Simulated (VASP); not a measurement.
Runs of VASP 6.6.1 on Te2Mo. The cell holds a slab with vacuum, 6 atoms: a = 3.498 Å, b = 3.498 Å, c = 28.592 Å, α = 90.00°, β = 90.00°, γ = 120.00°. 

```tsv
task	level	potentials or basis	spin	cell	k mesh	cutoff (eV)	dipole correction	grid for exact exchange (PRECFOCK)	screening parameter	gap on the mesh (eV)	largest force (eV/Å)
relaxation of cell and atoms	PBE+D3(BJ)	VASP PAW PBE potentials, release 64 (Te, Mo_sv)	off	relaxed	12 × 12 × 1	600	-	-	-	0.88	-
band structure	LDA	VASP PAW LDA potentials, release 64 (Te, Mo_sv)	off	P-3m1, 50.53 Å³/atom	12 × 12 × 1	520	yes	-	-	0.85	0.45
band structure	PBE+D3(BJ)	VASP PAW PBE potentials, release 64 (Te, Mo_sv)	off	P-3m1, 50.53 Å³/atom	6 × 6 × 1	520	yes	-	-	0.93	0.01
band structure	PBE+D3(BJ)	VASP PAW PBE potentials, release 64 (Te, Mo_sv)	SOC, no magnetisation	P-3m1, 50.53 Å³/atom	12 × 12 × 1	520	yes	-	-	-	(b)
band structure	HSE06	VASP PAW PBE potentials, release 64 (Te, Mo_sv)	off	P-3m1, 50.53 Å³/atom	6 × 6 × 1	520	yes	Fast	0.2 1/A	1.37	(a)
band structure	PBE+D3(BJ)	VASP PAW PBE potentials, release 64 (Te, Mo_sv)	off	P-3m1, 50.53 Å³/atom	12 × 12 × 1	520	yes	-	-	0.88	-
```

Alike in all rows: smearing gaussian 0.03 eV.

Q: Estimate the missing entries.

A: (a) 0.57; (b) 0.02.

Caveats: spin-orbit coupling is left out, which moves the levels of the heavy elements (some runs); the PAW data sets were made with another functional, which shifts forces and pressure a little (some runs).

A k mesh can miss the band edges, and rows without SOC leave out spin-orbit coupling on Mo, Te.
